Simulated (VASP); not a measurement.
Input of a VASP 6.6.1 run:

INCAR

```
SYSTEM = PbO2
PREC = Accurate
ENCUT = 480
EDIFF = 1E-7
ISMEAR = 0
SIGMA = 0.05
LREAL = .FALSE.
LASPH = .TRUE.
NELM = 80
ALGO = Normal
ISIF = 3
LWAVE = .FALSE.
LCHARG = .FALSE.
GGA = B5
ALDAX = 1.0
AGGAX = 1.0
AGGAC = 1.0
ALDAC = 0.0
IVDW = 12
VDW_S6 = 1.0
VDW_S8 = 2.6996
VDW_A1 = 0.4298
VDW_A2 = 4.2359
IBRION = 1
NSW = 60
EDIFFG = -0.01
PSTRESS = 100
```

File KPOINTS:

```
Automatic mesh
0
G
  9 9 9
  0 0 0
```

POSCAR

```
PbO2
1.0
    0.0000000000      2.7019920000      2.7019920000
    2.7019920000      0.0000000000      2.7019920000
    2.7019920000      2.7019920000      0.0000000000
Pb O
1 2
Cartesian
   -0.0030289330      0.0096217935     -0.0015077115
    4.0428204041      4.0383756273      4.0812319224
    1.3489451881      1.3381318161      1.3302825293
```

Potentials or basis: VASP PAW PBE potentials, release 64 (Pb_d, O_s).

Launch:

```bash
$ cat potpaw_PBE.64/Pb_d/POTCAR potpaw_PBE.64/O_s/POTCAR > POTCAR
$ mpirun -np 1 vasp_std > vasp.out
```

Predict the dispersion energy per atom.

-0.543 eV.

Estimate the space group after relaxing (to 0.05 Å).

Fm-3m (No. 225).

Forces in eV/Å, atoms in the order of the input:
```
Pb   0.000 -0.003  0.001
O    0.001  0.002 -0.007
O   -0.001  0.002  0.007
```

Caveat: the cell is relaxed towards a set pressure, so the enthalpy falls and the energy may rise; the PAW data sets were made with another functional, which shifts forces and pressure a little. Spin-orbit coupling is left out, which matters for the levels of Pb.
